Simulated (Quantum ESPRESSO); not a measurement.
# WC (Fm-3m) in Quantum ESPRESSO: a series of runs, part 2 of 3

Quantum ESPRESSO 7.5. Earlier steps stand in the parts before.

**3. Single point, PBEsol, non-collinear spin, zero start, spin-orbit coupling**

Contents of scf.in:

```
&CONTROL
  calculation = 'scf'
  prefix = 'pwscf'
  outdir = './tmp'
  pseudo_dir = './pseudo'
/
&SYSTEM
  ibrav = 0
  nat = 2
  ntyp = 2
  ecutwfc = 82
  nbnd = 30
  occupations = 'smearing'
  smearing = 'fd'
  degauss = 0.00367493
  noncolin = .true.
  lspinorb = .true.
  force_symmorphic = .true.
/
&ELECTRONS
  conv_thr = 4d-10
  electron_maxstep = 120
  mixing_beta = 0.5
/
ATOMIC_SPECIES
W    183.8400 W.upf
C     12.0110 C.upf
CELL_PARAMETERS angstrom
   0.0000000000    2.1926840000    2.1926840000
   2.1926840000    0.0000000000    2.1926840000
   2.1926840000    2.1926840000    0.0000000000
ATOMIC_POSITIONS crystal
W      0.0000000000    0.0000000000    0.0000000000
C      0.5000000000    0.5000000000    0.5000000000
K_POINTS automatic
10 10 10 0 0 0
```

Contents of nscf.in:

```
&CONTROL
  calculation = 'nscf'
  prefix = 'pwscf'
  outdir = './tmp'
  pseudo_dir = './pseudo'
/
&SYSTEM
  ibrav = 0
  nat = 2
  ntyp = 2
  ecutwfc = 82
  nbnd = 318
  occupations = 'smearing'
  smearing = 'fd'
  degauss = 0.00367493
  noncolin = .true.
  lspinorb = .true.
  force_symmorphic = .true.
/
&ELECTRONS
  conv_thr = 1d-08
  diago_full_acc = .true.
  diago_thr_init = 1d-06
/
ATOMIC_SPECIES
W    183.8400 W.upf
C     12.0110 C.upf
CELL_PARAMETERS angstrom
   0.0000000000    2.1926840000    2.1926840000
   2.1926840000    0.0000000000    2.1926840000
   2.1926840000    2.1926840000    0.0000000000
ATOMIC_POSITIONS crystal
W      0.0000000000    0.0000000000    0.0000000000
C      0.5000000000    0.5000000000    0.5000000000
K_POINTS automatic
4 4 4 0 0 0
```

Potentials or basis: PseudoDojo 0.4 FR PBEsol standard.

Launch:

```
$ OMP_NUM_THREADS=1 pw.x -in scf.in > scf.out
$ OMP_NUM_THREADS=1 pw.x -in nscf.in > nscf.out
```

scf.out:

```text
This program is part of the open-source Quantum ESPRESSO suite
     for quantum simulation of materials; please cite
[... 9 lines left out ...]
     --------------------
     sticks:   dense  smooth     PW     G-vecs:    dense   smooth      PW
     Sum         769     769    241                14211    14211    2421

     Using Slab Decomposition

     bravais-lattice index     =            0
     lattice parameter (alat)  =       5.8599  a.u.
     unit-cell volume          =     142.2836 (a.u.)^3
     number of atoms/cell      =            2
     number of atomic types    =            2
     number of electrons       =        18.00
     number of Kohn-Sham states=           30
     kinetic-energy cutoff     =      82.0000  Ry
     charge density cutoff     =     328.0000  Ry
     scf convergence threshold =      4.0E-10
     mixing beta               =       0.5000
     number of iterations used =            8  plain     mixing
     Exchange-correlation= PBESOL
                           (   1   4  10   8   0   0   0)
     Non magnetic calculation with spin-orbit

     celldm(1)=   5.859896  celldm(2)=   0.000000  celldm(3)=   0.000000
     celldm(4)=   0.000000  celldm(5)=   0.000000  celldm(6)=   0.000000

     crystal axes: (cart. coord. in units of alat)
               a(1) = (   0.000000   0.707107   0.707107 )
               a(2) = (   0.707107   0.000000   0.707107 )
               a(3) = (   0.707107   0.707107   0.000000 )

     reciprocal axes: (cart. coord. in units 2 pi/alat)
               b(1) = ( -0.707107  0.707107  0.707107 )
               b(2) = (  0.707107 -0.707107  0.707107 )
               b(3) = (  0.707107  0.707107 -0.707107 )

     PseudoPot. # 1 for W  read from file:
     W.upf
     Pseudo is Norm-conserving + core correction, Zval = 14.0
     Generated using ONCVPSP code by D. R. Hamann
     Using radial grid of 1396 points, 14 beta functions with:
                l(1) =   0
                l(2) =   0
                l(3) =   1
                l(4) =   1
                l(5) =   1
                l(6) =   1
                l(7) =   2
                l(8) =   2
                l(9) =   2
               l(10) =   2
               l(11) =   3
               l(12) =   3
               l(13) =   3
               l(14) =   3

     PseudoPot. # 2 for C  read from file:
     C.upf
     Pseudo is Norm-conserving + core correction, Zval =  4.0
     Generated using ONCVPSP code by D. R. Hamann
     Using radial grid of 1248 points,  6 beta functions with:
                l(1) =   0
                l(2) =   0
                l(3) =   1
                l(4) =   1
                l(5) =   1
                l(6) =   1

     atomic species   valence    mass     pseudopotential
     W                14.00   183.84000     W ( 1.00)
     C                 4.00    12.01100     C ( 1.00)

     48 Sym. Ops., with inversion, found

   Cartesian axes

     site n.     atom                  positions (alat units)
         1        W      tau(   1) = (   0.0000000   0.0000000   0.0000000  )
         2        C      tau(   2) = (   0.7071068   0.7071068   0.7071068  )

     number of k points=    47  Fermi-Dirac smearing, width (Ry)=  0.0037
                       cart. coord. in units 2pi/alat
        k(    1) = (   0.0000000   0.0000000   0.0000000), wk =   0.0010000
        k(    2) = (   0.0707107   0.0707107  -0.0707107), wk =   0.0080000
        k(    3) = (   0.1414214   0.1414214  -0.1414214), wk =   0.0080000
        k(    4) = (   0.2121320   0.2121320  -0.2121320), wk =   0.0080000
        k(    5) = (   0.2828427   0.2828427  -0.2828427), wk =   0.0080000
        k(    6) = (  -0.3535534  -0.3535534   0.3535534), wk =   0.0040000
[... 39 lines left out ...]
        k(   46) = (  -0.0707107  -0.3535534   0.6363961), wk =   0.0240000
        k(   47) = (  -0.7071068   0.2828427   0.0000000), wk =   0.0120000

     Dense  grid:    14211 G-vectors     FFT dimensions: (  36,  36,  36)

     Initial potential from superposition of free atoms

     starting charge      17.9995, renormalised to      18.0000
     Starting wfcs are   28 randomized atomic wfcs +    2 random wfcs

     Self-consistent Calculation

     iteration #  1     ecut=    82.00 Ry     beta= 0.50
     Davidson diagonalization with overlap
     ethr =  1.00E-02,  avg # of iterations =  4.9

     total energy              =    -163.72547533 Ry
     estimated scf accuracy    <       0.51596241 Ry
[... 64 lines left out ...]
     iteration # 11     ecut=    82.00 Ry     beta= 0.50
     Davidson diagonalization with overlap
     ethr =  1.38E-11,  avg # of iterations =  2.0

     End of self-consistent calculation

          k = 0.0000 0.0000 0.0000 (  1807 PWs)   bands (ev):

   -53.5777 -53.5777 -24.8892 -24.8892 -14.9769 -14.9769 -14.9769 -14.9769
     5.8034   5.8034  18.6457  18.6457  18.6457  18.6457  19.1073  19.1073
    20.3847  20.3847  20.6302  20.6302  20.6302  20.6302  20.7063  20.7063
    20.7063  20.7063  28.0524  28.0524  31.1923  31.1923
[... 206 lines left out ...]
   -53.5275 -53.5275 -25.0660 -25.0660 -15.5167 -15.5167 -15.2432 -15.2432
     8.0441   8.0441  15.7956  15.7956  15.8760  15.8760  18.9195  18.9195
    19.3635  19.3635  22.4251  22.4251  23.6143  23.6143  24.1703  24.1703
    27.0910  27.0910  28.8951  28.8951  33.3427  33.3427

          k = 0.2828 0.1414 0.0000 (  1790 PWs)   bands (ev):

   -53.5573 -53.5573 -24.9622 -24.9622 -15.2347 -15.2347 -15.0623 -15.0623
     7.4348   7.4348  15.0645  15.0645  16.6812  16.6812  16.9646  16.9646
    19.2865  19.2865  21.5506  21.5506  22.8276  22.8276  23.6489  23.6489
    26.8903  26.8903  30.8379  30.8379  34.3219  34.3219
[... 101 lines left out ...]
   -53.5275 -53.5275 -25.0658 -25.0658 -15.4607 -15.4607 -15.3094 -15.3094
     8.8462   8.8462  15.2455  15.2455  15.5310  15.5310  15.8448  15.8448
    21.2688  21.2688  22.7616  22.7616  23.8751  23.8751  24.9444  24.9444
    26.6898  26.6898  32.5892  32.5892  33.7187  33.7188

     the Fermi energy is    21.6353 ev

!    total energy              =    -163.93283172 Ry
     estimated scf accuracy    <          7.4E-11 Ry
     smearing contrib. (-TS)   =      -0.00050000 Ry
     internal energy E=F+TS    =    -163.93233172 Ry

     The total energy is F=E-TS. E is the sum of the following terms:
     one-electron contribution =     -11.79575926 Ry
     hartree contribution      =      17.18978805 Ry
     xc contribution           =     -37.30973573 Ry
     ewald contribution        =    -132.01662479 Ry

     convergence has been achieved in  11 iterations

=------------------------------------------------------------------------------=
   JOB DONE.
=------------------------------------------------------------------------------=
```

nscf.out:

```text
This program is part of the open-source Quantum ESPRESSO suite
     for quantum simulation of materials; please cite
         "P. Giannozzi et al., J. Phys.:Condens. Matter 21 395502 (2009);
         "P. Giannozzi et al., J. Phys.:Condens. Matter 29 465901 (2017);
         "P. Giannozzi et al., J. Chem. Phys. 152 154105 (2020);
     in publications or presentations arising from this work. More details at
[... 448 lines left out ...]
   206.4199 206.4199 206.7731 206.7731 207.6614 207.6614 208.4767 208.4767
   210.2820 210.2820 210.4502 210.4502 211.1214 211.1214

     the Fermi energy is    21.2072 ev
     (compare with:    21.6353 eV, computed in scf)

=------------------------------------------------------------------------------=
   JOB DONE.
=------------------------------------------------------------------------------=
```

Run time: 4.3 min. Hardware: 1 thread of Arm Neoverse V2, shared host; peak memory 0.15 GiB.

Results:

* Band gap on the k mesh, mean-field level: none (metal or under the smearing width)

Caveat: the k mesh is coarse (spacing up to 0.62 Å⁻¹), so the values aren't converged.

**4. Single point, PBEsol**

Contents of scf.in:

```
&CONTROL
  calculation = 'scf'
  prefix = 'pwscf'
  outdir = './tmp'
  pseudo_dir = './pseudo'
/
&SYSTEM
  ibrav = 0
  nat = 2
  ntyp = 2
  ecutwfc = 82
  nbnd = 15
  occupations = 'smearing'
  smearing = 'fd'
  degauss = 0.00367493
  force_symmorphic = .true.
/
&ELECTRONS
  conv_thr = 4d-10
  electron_maxstep = 120
  mixing_beta = 0.5
/
ATOMIC_SPECIES
W    183.8400 W.upf
C     12.0110 C.upf
CELL_PARAMETERS bohr
   0.0000000000    4.1435722378    4.1435722378
   4.1435722378    0.0000000000    4.1435722378
   4.1435722378    4.1435722378    0.0000000000
ATOMIC_POSITIONS bohr
W      0.0000000000    0.0000000000    0.0000000000
C      4.1435722378    4.1435722378    4.1435722378
K_POINTS automatic
20 20 20 0 0 0
```

Contents of nscf.in:

```
&CONTROL
  calculation = 'nscf'
  prefix = 'pwscf'
  outdir = './tmp'
  pseudo_dir = './pseudo'
/
&SYSTEM
  ibrav = 0
  nat = 2
  ntyp = 2
  ecutwfc = 82
  nbnd = 39
  occupations = 'smearing'
  smearing = 'fd'
  degauss = 0.00367493
  force_symmorphic = .true.
/
&ELECTRONS
  conv_thr = 1d-08
  diago_full_acc = .true.
  diago_thr_init = 1d-06
/
ATOMIC_SPECIES
W    183.8400 W.upf
C     12.0110 C.upf
CELL_PARAMETERS bohr
   0.0000000000    4.1435722378    4.1435722378
   4.1435722378    0.0000000000    4.1435722378
   4.1435722378    4.1435722378    0.0000000000
ATOMIC_POSITIONS bohr
W      0.0000000000    0.0000000000    0.0000000000
C      4.1435722378    4.1435722378    4.1435722378
K_POINTS automatic
20 20 20 0 0 0
```

Potentials or basis: PseudoDojo 0.4.1 SR PBEsol standard.

Launch:

```
$ OMP_NUM_THREADS=1 pw.x -in scf.in > scf.out
$ OMP_NUM_THREADS=1 pw.x -in nscf.in > nscf.out
```

Run time: 4 min. Hardware: 1 thread of Arm Neoverse V2, shared host; peak memory 0.14 GiB.

It converged, with:

```
Band gap on the k mesh, mean-field level : none (metal or under the smearing width)
```

Levels at points of the mesh, in eV from the Fermi level:
| k point | band 5 | band 6 | band 7 | band 8 | band 9 | band 10 | band 11 | band 12 | band 13 | band 14 |
| --- | --- | --- | --- | --- | --- | --- | --- | --- | --- | --- |
| (0.00, 0.00, 0.00) | -15.77 | -2.74 | -2.74 | -2.74 | -1.01 | -1.01 | -1.01 | -0.95 | -0.95 | 6.48 |
| (0.00, 0.00, -0.50) | -11.12 | -9.79 | -6.56 | -6.56 | 1.06 | 1.06 | 2.34 | 4.93 | 8.82 | 8.82 |
| (0.00, -0.50, -0.50) | -13.52 | -5.76 | -5.56 | -2.45 | -2.45 | 0.87 | 2.30 | 2.30 | 5.43 | 7.28 |

The run has no spin-orbit coupling, so splittings on W are missing.

(Part 2 of 3 ends here.)
